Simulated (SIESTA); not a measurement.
VO2 under changes of volume

One of the cells (10.308 Å³/atom); the others are scaled copies at fixed shape and fractional positions:

```xyz
6
Lattice="4.5072 0.0000 0.0000 0.0000 4.5072 0.0000 0.0000 0.0000 3.0444" Properties=species:S:1:pos:R:3 pbc="T T T"
V     2.2536    2.2536    1.5222
V     0.0000    0.0000    0.0000
O     0.9031    3.6041    1.5222
O     3.6041    0.9031    1.5222
O     3.1567    3.1567    0.0000
O     1.3505    1.3505    0.0000
```

The cell is a database's computed one.

| Property | Result |
| --- | --- |
| Program | SIESTA 5.4.2 |
| Functional | RGE2 |
| Potentials or basis | PseudoDojo 0.4 standard (PBE files) |
| Basis | DZP (energy shift 0.002 Ry) |
| Grid cutoff | 800 Ry |
| Energy shift | 0.002 Ry |
| k mesh | 4 × 4 × 6 |
| Occupations | fermi-dirac, width 0.05 eV |
| Spin | collinear spin, ferromagnetic start |
| Starting moments | [2.0, 2.0, 0.0, 0.0, 0.0, 0.0] μB |

```tsv
volume (Å³/atom)	energy over the lowest point (meV/atom)	pressure (GPa)	largest force (eV/Å)
9.689	0.34	3.1	0.251
9.896	0.00	-2.2	0.267
10.102	6.11	-7.0	0.280
10.308	17.96	-11.2	0.291
10.514	34.92	-14.9	0.303
10.720	56.40	-18.2	0.314
10.926	?	?	?
```

Question: What does the run at 10.926 Å³/atom give?

Answer: Energy over the lowest point 81.92 meV/atom; pressure -21.2 GPa; largest force 0.323 eV/Å.

Worked out: A Birch-Murnaghan fit of order 3 (a polynomial in V^(-2/3)) to the other rows has its minimum at 9.80 Å³/atom with B0 = V·E''(V) = 251 GPa and B' = 4.6 at fixed shape and positions, which overstates the stiffness. It gives 81.92 meV/atom at 10.926 Å³/atom, against the run's 81.92, and -dE/dV = -21.3 GPa, against -21.2.

Energies are extrapolated to zero smearing.

Caveats: semicore shells carry a single zeta, which can move pressures by several GPa and volumes by a few percent; the potentials were made for another functional, which shifts forces and pressure; the basis of atomic orbitals isn't converged, which shifts pressures, moduli and gaps.
